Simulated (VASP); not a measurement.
# BP (F-43m) in VASP: further runs, part 2 of 2

VASP 6.6.1. The steps go on from the part before.

## Step 3: Single point, PBEsol

The input, INCAR:

```
ALGO = Normal ; EDIFF = 1E-6
ENCUT = 520 ; GGA = PS
ISIF = 2 ; ISMEAR = 0
LASPH = True ; LCHARG = True
LELF = True ; LREAL = False
LVHAR = True ; LWAVE = False
NBANDS = 11 ; NELM = 100
PREC = Accurate ; SIGMA = 0.02
```

The input, KPOINTS:

```
k-points
0
Gamma
  10 10 10
```

The input, POSCAR:

```
BP
1.0
    0.0000000000      2.2660723800      2.2660723800
    2.2660723800      0.0000000000      2.2660723800
    2.2660723800      2.2660723800      0.0000000000
B P
1 1
Direct
    0.0000000000      0.0000000000      0.0000000000
    0.7500000000      0.7500000000      0.7500000000
```

Potentials or basis: VASP PAW PBE potentials, release 64 (B, P).

The run is started by

```bash
$ cat potpaw_PBE.64/B/POTCAR potpaw_PBE.64/P/POTCAR > POTCAR
$ mpirun -np 1 vasp_std > vasp.out
```

OUTCAR:

```text
EDIFF = 1E-6
   ENCUT = 520
   GGA = PS
   ISIF = 2
   ISMEAR = 0
   LASPH = True
   LREAL = False
   NELM = 100
   PREC = Accurate

 ion  position               nearest neighbor table
   1  0.000  0.000  0.000-   2 1.96   2 1.96   2 1.96   2 1.96
   2  0.750  0.750  0.750-   1 1.96   1 1.96   1 1.96   1 1.96

  LATTYP: Found a face centered cubic cell.
 ALAT       =     4.5321447600

  Lattice vectors:

 A1 = (   0.0000000000,   2.2660723800,   2.2660723800)
 A2 = (   2.2660723800,   0.0000000000,   2.2660723800)
 A3 = (   2.2660723800,   2.2660723800,   0.0000000000)

Analysis of symmetry for initial positions (statically):
=====================================================================
 Subroutine PRICEL returns:
 Original cell was already a primitive cell.

 Routine SETGRP: Setting up the symmetry group for a
 face centered cubic supercell.

 Subroutine GETGRP returns: Found 24 space group operations
 (whereof 24 operations were pure point group operations)
 out of a pool of 48 trial point group operations.

The static configuration has the point symmetry T_d .

Analysis of symmetry for dynamics (positions and initial velocities):
=====================================================================
 Subroutine PRICEL returns:
 Original cell was already a primitive cell.

 Routine SETGRP: Setting up the symmetry group for a
 face centered cubic supercell.

 Subroutine GETGRP returns: Found 24 space group operations
 (whereof 24 operations were pure point group operations)
 out of a pool of 48 trial point group operations.

The dynamic configuration has the point symmetry T_d .

 Subroutine INISYM returns: Found 24 space group operations
 (whereof 24 operations are pure point group operations),
 and found     1 'primitive' translations

----------------------------------------------------------------------------------------

[... 119 lines left out ...]
   AEXX    =    0.0000 exact exchange contribution
   IVDW    =     0    specifies the selected vdW correction
   LEPSILON=     F    determine dielectric tensor
   LRPA    =     F    only Hartree local field effects (RPA)
 non-spin polarized calculation
 Gauss-broadening in eV      SIGMA  =   0.02
  energy-cutoff  :      520.00
  volume of cell :       23.27
 maximum number of plane-waves:       636
   NGX = 11   NGY = 11   NGZ = 11

 number of electron       8.0000000 magnetization

 Free energy of the ion-electron system (eV)
  ---------------------------------------------------
  ext. energy  EPLUGINS =         0.00000000
  ---------------------------------------------------
  free energy    TOTEN  =       -13.67306489 eV

  energy without entropy =      -13.67306489  energy(sigma->0) =      -13.67306489

 E-fermi :   7.6307     XC(G=0): -11.0621

 val. band max:        7.4513370448   @ k =   0.0000   0.0000   0.0000
 cond. band min:       8.5772412814   @ k =   0.4000   0.4000   0.0000
 fundamental gap:      1.1259042366
 Fermi energy:         7.6307455641

 k-point     1 :       0.0000    0.0000    0.0000
  band No.  band energies     occupation
      1      -8.0814      2.00000
      2       7.4513      2.00000
      3       7.4513      2.00000
      4       7.4513      2.00000
      5      10.8139      0.00000
      6      10.8139      0.00000
      7      10.8139      0.00000
      8      14.8528      0.00000
      9      18.7204      0.00000
     10      19.5843      0.00000
     11      19.5843      0.00000
[... 309 lines left out ...]
 k-point    24 :       0.4000    0.3000    0.0000
  band No.  band energies     occupation
      1      -5.1203      2.00000
      2       1.2782      2.00000
      3       3.3475      2.00000
      4       3.8953      2.00000
      5       9.1600      0.00000
      6      10.9468      0.00000
      7      16.9280      0.00000
      8      16.9322      0.00000
      9      21.4289      0.00000
     10      22.7348      0.00000
     11      24.4236      0.00000

 [... further k-points ...]

------------------------ aborting loop because EDIFF is reached ----------------------------------------

  FORCE on cell =-STRESS in cart. coord.  units (eV):
  Direction    XX          YY          ZZ          XY          YZ          ZX
  --------------------------------------------------------------------------------------
  -------------------------------------------------------------------------------------
  Total       -0.1780676     -0.1780676     -0.1780676     -0.0000000      0.0000000     -0.0000000
  in kB      -12.2586933    -12.2586933    -12.2586933     -0.0000000      0.0000000     -0.0000000
  external PRESSURE =     -12.2586933 kB  Pullay stress =       0.0000000 kB

 VOLUME and BASIS-vectors are now :
 -----------------------------------------------------------------------------
  energy-cutoff  :      520.00
  volume of cell :       23.27
      direct lattice vectors                 reciprocal lattice vectors
     0.000000000  2.266072380  2.266072380    -0.220646085  0.220646085  0.220646085
     2.266072380  0.000000000  2.266072380     0.220646085 -0.220646085  0.220646085
     2.266072380  2.266072380  0.000000000     0.220646085  0.220646085 -0.220646085

 POSITION                                       TOTAL-FORCE (eV/Angst)
 -----------------------------------------------------------------------------------
      0.00000      0.00000      0.00000        -0.000000     -0.000000     -0.000000
      3.39911      3.39911      3.39911         0.000000      0.000000      0.000000
 -----------------------------------------------------------------------------------
    total drift:                               -0.000000     -0.000000     -0.000000

  FREE ENERGIE OF THE ION-ELECTRON SYSTEM (eV)
  ---------------------------------------------------
  free  energy   TOTEN  =       -13.6730648927 eV

  energy  without entropy=      -13.6730648927  energy(sigma->0) =      -13.67306489
```

OSZICAR:

```text
N       E                     dE             d eps       ncg     rms          rms(c)
DAV:   1     0.961153143988E+01    0.96115E+01   -0.39812E+03  1034   0.659E+02
DAV:   2    -0.137721439357E+02   -0.23384E+02   -0.22367E+02  1374   0.112E+02
DAV:   3    -0.143869991902E+02   -0.61486E+00   -0.61311E+00  1313   0.161E+01
DAV:   4    -0.143896777900E+02   -0.26786E-02   -0.26783E-02  1189   0.119E+00
DAV:   5    -0.143896908945E+02   -0.13105E-04   -0.13104E-04  1292   0.853E-02    0.706E+00
DAV:   6    -0.137824582575E+02    0.60723E+00   -0.13031E+00  1178   0.486E+00    0.377E+00
DAV:   7    -0.136822689002E+02    0.10019E+00   -0.24072E-01  1265   0.241E+00    0.123E+00
DAV:   8    -0.136728645058E+02    0.94044E-02   -0.25464E-02  1214   0.896E-01    0.167E-01
DAV:   9    -0.136730016623E+02   -0.13716E-03   -0.69267E-04  1184   0.180E-01    0.101E-01
DAV:  10    -0.136730606498E+02   -0.58987E-04   -0.10682E-04  1145   0.632E-02    0.212E-02
DAV:  11    -0.136730645636E+02   -0.39138E-05   -0.56423E-06  1329   0.142E-02    0.257E-02
DAV:  12    -0.136730648927E+02   -0.32918E-06   -0.20111E-06   809   0.645E-03
   1 F= -.13673065E+02 E0= -.13673065E+02  d E =-.382360E-39
```

Wall time 7.3 s (1 thread of Intel Xeon Platinum 8488C (Sapphire Rapids), shared host); peak memory 0.13 GiB.

Results:

- Free energy: -13.6731 eV
- Pressure: -1.2 GPa
- Band gap on the k mesh: 1.13 eV, indirect (least direct gap 3.36 eV)

Levels at points of the mesh, in eV from the valence-band top:
| k point | band 1 | band 2 | band 3 | band 4 | band 5 | band 6 | band 7 | band 8 | band 9 |
| --- | --- | --- | --- | --- | --- | --- | --- | --- | --- |
| (0.00, 0.00, 0.00) | -15.53 | 0.00 | 0.00 | 0.00 | 3.36 | 3.36 | 3.36 | 7.40 | 11.27 |
| (0.50, 0.00, 0.00) | -12.17 | -9.12 | -1.77 | -1.77 | 3.76 | 4.65 | 4.65 | 9.94 | 14.62 |
| (0.50, 0.50, 0.00) | -10.64 | -8.62 | -4.16 | -4.16 | 1.22 | 1.51 | 12.13 | 12.13 | 15.18 |

Caveat: the PAW data sets were made with another functional, which shifts forces and pressure a little. PBEsol gaps usually lie below the measured ones, often by a third to a half.

## Step 4: Relaxation of cell and atoms, PBEsol

The input, INCAR:

```
ALGO = Normal ; EDIFF = 1E-7
EDIFFG = -0.005 ; ENCUT = 580
GGA = PS ; IBRION = 2
ISIF = 3 ; ISMEAR = 0
LASPH = True ; LCHARG = False
LREAL = False ; LWAVE = False
NELM = 100 ; NSW = 90
PREC = Accurate ; SIGMA = 0.02
```

KPOINTS is that of step 3.

POSCAR is that of step 3.

The run is started by

```bash
$ cat potpaw_PBE.64/B/POTCAR potpaw_PBE.64/P/POTCAR > POTCAR
$ mpirun -np 1 vasp_std > vasp.out
```

Run time: 21 s. Hardware: 1 thread of Intel Xeon Platinum 8488C (Sapphire Rapids), shared host; peak memory 0.15 GiB.

Results (log left out):

| Property | Result |
| --- | --- |
| Free energy | -13.6750 eV |
| Relaxed volume | 11.55 Å³/atom |
| Relaxed cell | a = 3.197 Å, b = 3.197 Å, c = 3.197 Å, α = 60.00°, β = 60.00°, γ = 60.00° |
| Space group after relaxing (to 0.05 Å) | F-43m (No. 216) |
| Energy gained by relaxing | 0.3 meV/atom |
| Ionic steps | 3 |
| Pressure after relaxing | 0.0 GPa |
| Band gap on the k mesh | 1.12 eV, indirect (least direct gap 3.37 eV) |

Step by step:
| step | energy change (eV) | largest force (eV/Å) | pressure (GPa) | volume (Å³) |
| --- | --- | --- | --- | --- |
| 1 | 0.0000 | 0.0000 | -1.23 | 23.27 |
| 2 | -0.0003 | 0.0000 | 0.95 | 22.97 |
| 3 | -0.0007 | 0.0000 | 0.00 | 23.10 |

Final structure:
```cif
data_structure
_symmetry_space_group_name_H-M 'P 1'
_symmetry_Int_Tables_number 1
_cell_length_a 3.1969
_cell_length_b 3.1969
_cell_length_c 3.1969
_cell_angle_alpha 60.000
_cell_angle_beta 60.000
_cell_angle_gamma 60.000
_cell_volume 23.10
loop_
_atom_site_label
_atom_site_type_symbol
_atom_site_fract_x
_atom_site_fract_y
_atom_site_fract_z
_atom_site_occupancy
B1 B 0.00000 0.00000 0.00000 1
P1 P 0.75000 0.75000 0.75000 1
```

Levels at points of the mesh, in eV from the valence-band top:
```csv
k point,band 1,band 2,band 3,band 4,band 5,band 6,band 7,band 8
"(0.00, 0.00, 0.00)",-15.60,0.00,0.00,0.00,3.37,3.37,3.37,7.51
"(0.50, 0.00, 0.00)",-12.21,-9.18,-1.78,-1.78,3.80,4.66,4.66,9.97
"(0.50, 0.50, 0.00)",-10.66,-8.66,-4.19,-4.19,1.20,1.51,12.20,12.20
```

Caveat: the PAW data sets were made with another functional, which shifts forces and pressure a little. A k mesh can miss the band edges.

## Step 5: Relaxation of cell and atoms, PBEsol

Changes to INCAR since step 4:

```diff
@@ -1,3 +1,3 @@
 ALGO = Normal ; EDIFF = 1E-7
-EDIFFG = -0.005 ; ENCUT = 580
+EDIFFG = -0.005 ; ENCUT = 480
 GGA = PS ; IBRION = 2
```

KPOINTS is that of step 4.

POSCAR is that of step 4.

Potentials or basis: VASP PAW PBE potentials, release 64 (B_s, P).

The run is started by

```bash
$ cat potpaw_PBE.64/B_s/POTCAR potpaw_PBE.64/P/POTCAR > POTCAR
$ mpirun -np 1 vasp_std > vasp.out
```

OUTCAR:

```text
EDIFF = 1E-7
   EDIFFG = -0.005
   ENCUT = 480
   GGA = PS
   IBRION = 2
   ISIF = 3
   ISMEAR = 0
   LASPH = True
   LREAL = False
   NELM = 100
   NSW = 90
   PREC = Accurate

 ion  position               nearest neighbor table
   1  0.000  0.000  0.000-   2 1.96   2 1.96   2 1.96   2 1.96
   2  0.750  0.750  0.750-   1 1.96   1 1.96   1 1.96   1 1.96

  LATTYP: Found a face centered cubic cell.
 ALAT       =     4.5321447600

  Lattice vectors:

 A1 = (   0.0000000000,   2.2660723800,   2.2660723800)
 A2 = (   2.2660723800,   0.0000000000,   2.2660723800)
 A3 = (   2.2660723800,   2.2660723800,   0.0000000000)

Analysis of symmetry for initial positions (statically):
=====================================================================
 Subroutine PRICEL returns:
 Original cell was already a primitive cell.

 Routine SETGRP: Setting up the symmetry group for a
 face centered cubic supercell.

 Subroutine GETGRP returns: Found 24 space group operations
 (whereof 24 operations were pure point group operations)
 out of a pool of 48 trial point group operations.

The static configuration has the point symmetry T_d .

Analysis of symmetry for dynamics (positions and initial velocities):
=====================================================================
 Subroutine PRICEL returns:
 Original cell was already a primitive cell.

[... 227 lines left out ...]
--------------------------------------- Ionic step        3  -------------------------------------------

 number of electron       8.0000001 magnetization

 Free energy of the ion-electron system (eV)
  ---------------------------------------------------
  ext. energy  EPLUGINS =         0.00000000
  ---------------------------------------------------
  free energy    TOTEN  =       -13.66794911 eV

  energy without entropy =      -13.66794911  energy(sigma->0) =      -13.66794911

 E-fermi :   8.3161     XC(G=0): -11.0537

 val. band max:        8.1804426758   @ k =   0.0000   0.0000   0.0000
 cond. band min:       9.2977827235   @ k =   0.4000   0.4000   0.0000
 fundamental gap:      1.1173400477
 Fermi energy:         8.3161355638

 k-point     1 :       0.0000    0.0000    0.0000
  band No.  band energies     occupation
      1      -7.4193      2.00000
      2       8.1804      2.00000
      3       8.1804      2.00000
      4       8.1804      2.00000
      5      11.5537      0.00000
      6      11.5537      0.00000
      7      11.5537      0.00000
      8      15.6861      0.00000
[... 243 lines left out ...]
 k-point    24 :       0.4000    0.3000    0.0000
  band No.  band energies     occupation
      1      -4.4392      2.00000
      2       1.9897      2.00000
      3       4.0475      2.00000
      4       4.5996      2.00000
      5       9.8844      0.00000
      6      11.6767      0.00000
      7      17.7076      0.00000
      8      17.7104      0.00000

 [... further k-points ...]

------------------------ aborting loop because EDIFF is reached ----------------------------------------

  FORCE on cell =-STRESS in cart. coord.  units (eV):
  Direction    XX          YY          ZZ          XY          YZ          ZX
  --------------------------------------------------------------------------------------
  -------------------------------------------------------------------------------------
  Total        0.0006988      0.0006988      0.0006988      0.0000000      0.0000000      0.0000000
  in kB        0.0484507      0.0484507      0.0484507      0.0000000      0.0000000      0.0000000
  external PRESSURE =       0.0484507 kB  Pullay stress =       0.0000000 kB
[... 17 lines left out ...]
  FREE ENERGIE OF THE ION-ELECTRON SYSTEM (eV)
  ---------------------------------------------------
  free  energy   TOTEN  =       -13.6679491138 eV

  energy  without entropy=      -13.6679491138  energy(sigma->0) =      -13.66794911

 reached required accuracy - stopping structural energy minimisation
```

CONTCAR:

```text
BP
   1.00000000000000
    -0.0000000000000000    2.2607003401674364    2.2607003401674364
     2.2607003401674364    0.0000000000000000    2.2607003401674364
     2.2607003401674364    2.2607003401674364    0.0000000000000000
  B               P
     1     1
Direct
     0.0000000000000000    0.0000000000000000    0.0000000000000000
     0.7500000000000000    0.7500000000000000    0.7500000000000000

  0.00000000E+00  0.00000000E+00  0.00000000E+00
  0.00000000E+00  0.00000000E+00  0.00000000E+00
```

Run time: 10 s. Hardware: 1 thread of Intel Xeon Platinum 8488C (Sapphire Rapids), shared host; peak memory 0.13 GiB.

What came out:

```
Free energy                            : -13.6679 eV
Relaxed volume                         : 11.55 Å³/atom
Relaxed cell                           : a = 3.197 Å, b = 3.197 Å, c = 3.197 Å, α = 60.00°, β = 60.00°, γ = 60.00°
Space group after relaxing (to 0.05 Å) : F-43m (No. 216)
Energy gained by relaxing              : 0.3 meV/atom
Ionic steps                            : 3
Pressure after relaxing                : 0.0 GPa
Band gap on the k mesh                 : 1.12 eV, indirect (least direct gap 3.37 eV)
```

Step by step:
| step | energy change (eV) | largest force (eV/Å) | pressure (GPa) | volume (Å³) |
| --- | --- | --- | --- | --- |
| 1 | 0.0000 | 0.0000 | -1.19 | 23.27 |
| 2 | -0.0003 | 0.0000 | 0.93 | 22.98 |
| 3 | -0.0006 | 0.0000 | 0.00 | 23.11 |

Final structure:
```
CELL_PARAMETERS angstrom
0.00000 2.26070 2.26070
2.26070 0.00000 2.26070
2.26070 2.26070 0.00000
ATOMIC_POSITIONS crystal
B 0.00000 0.00000 0.00000
P 0.75000 0.75000 0.75000
```

Levels at points of the mesh, in eV from the valence-band top:
```csv
k point,band 1,band 2,band 3,band 4,band 5,band 6,band 7,band 8
"(0.00, 0.00, 0.00)",-15.60,0.00,0.00,0.00,3.37,3.37,3.37,7.51
"(0.50, 0.00, 0.00)",-12.21,-9.18,-1.78,-1.78,3.80,4.66,4.66,9.96
"(0.50, 0.50, 0.00)",-10.66,-8.66,-4.19,-4.19,1.21,1.51,12.20,12.20
```

Caveat: the PAW data sets were made with another functional, which shifts forces and pressure a little. A k mesh can miss the band edges.

## Step 6: Relaxation of cell and atoms, RPBE

The input, INCAR:

```
ALGO = Normal ; EDIFF = 1E-7
EDIFFG = -0.005 ; ENCUT = 600
GGA = RP ; IBRION = 2
ISIF = 3 ; ISMEAR = 0
LASPH = True ; LCHARG = False
LREAL = False ; LWAVE = False
NELM = 100 ; NSW = 90
PREC = Accurate ; SIGMA = 0.02
```

KPOINTS is that of step 5.

POSCAR is that of step 5.

Potentials or basis: VASP PAW PBE potentials, release 64 (B, P).

The run is started by

```bash
$ cat potpaw_PBE.64/B/POTCAR potpaw_PBE.64/P/POTCAR > POTCAR
$ mpirun -np 1 vasp_std > vasp.out
```

Run time: 23 s. Hardware: 1 thread of Intel Xeon Platinum 8488C (Sapphire Rapids), shared host; peak memory 0.14 GiB.

It converged, with:

```yaml
Free_energy: -12.2764 eV
Relaxed_volume: 11.94 Å³/atom
Relaxed_cell: a = 3.232 Å, b = 3.232 Å, c = 3.232 Å, α = 60.00°, β = 60.00°, γ = 60.00°
Space_group_after_relaxing_to_0.05_Å: F-43m (No. 216)
Energy_gained_by_relaxing: 3.8 meV/atom
Ionic_steps: 3
Pressure_after_relaxing: 0.0 GPa
Band_gap_on_the_k_mesh: 1.28 eV, indirect (least direct gap 3.36 eV)
```

The path:
| step | energy change (eV) | largest force (eV/Å) | pressure (GPa) | volume (Å³) |
| --- | --- | --- | --- | --- |
| 1 | 0.0000 | 0.0000 | 4.16 | 23.27 |
| 2 | -0.0039 | 0.0000 | -2.70 | 24.31 |
| 3 | -0.0076 | 0.0000 | 0.01 | 23.87 |

Final structure:
```xyz
2
Lattice="0.0000 2.2854 2.2854 2.2854 0.0000 2.2854 2.2854 2.2854 0.0000" Properties=species:S:1:pos:R:3 pbc="T T T"
B     0.0000    0.0000    0.0000
P     3.4280    3.4280    3.4280
```

Levels at points of the mesh, in eV from the valence-band top:
```
           k point  band 1  band 2  band 3  band 4  band 5  band 6  band 7  band 8
(0.00, 0.00, 0.00)  -15.29    0.00    0.00    0.00    3.36    3.36    3.36    7.09
(0.50, 0.00, 0.00)  -12.04   -8.89   -1.73   -1.73    3.66    4.69    4.69   10.15
(0.50, 0.50, 0.00)  -10.53   -8.51   -4.04   -4.04    1.38    1.72   11.96   11.96
```

Caveat: the PAW data sets were made with another functional, which shifts forces and pressure a little.

## Step 7: Summary

```tsv
task	level	potentials or basis	cell	k mesh	cutoff (eV)	mesh quality	gap on the mesh (eV)	pressure (GPa)	relaxed volume (Å³/atom)
relaxation of cell and atoms	PBEsol	VASP PAW PBE potentials, release 64 (B, P)	relaxed	4 × 4 × 4	600	coarse	1.19	0.0	11.63
single point	PBEsol	VASP PAW PBE potentials, release 64 (B, P)	as given	10 × 10 × 10	520	not flagged	1.13	-1.2	-
relaxation of cell and atoms	PBEsol	VASP PAW PBE potentials, release 64 (B, P)	relaxed	10 × 10 × 10	580	not flagged	1.12	0.0	11.55
relaxation of cell and atoms	PBEsol	VASP PAW PBE potentials, release 64 (B_s, P)	relaxed	10 × 10 × 10	480	not flagged	1.12	0.0	11.55
relaxation of cell and atoms	RPBE	VASP PAW PBE potentials, release 64 (B, P)	relaxed	10 × 10 × 10	600	not flagged	1.28	0.0	11.94
```

Alike in all rows: no spin polarisation; smearing gaussian 0.02 eV.

Caveats: some runs use coarse meshes; the PAW data sets were made with another functional, which shifts forces and pressure a little.

Absolute energies hang on the potentials; compare differences alone.
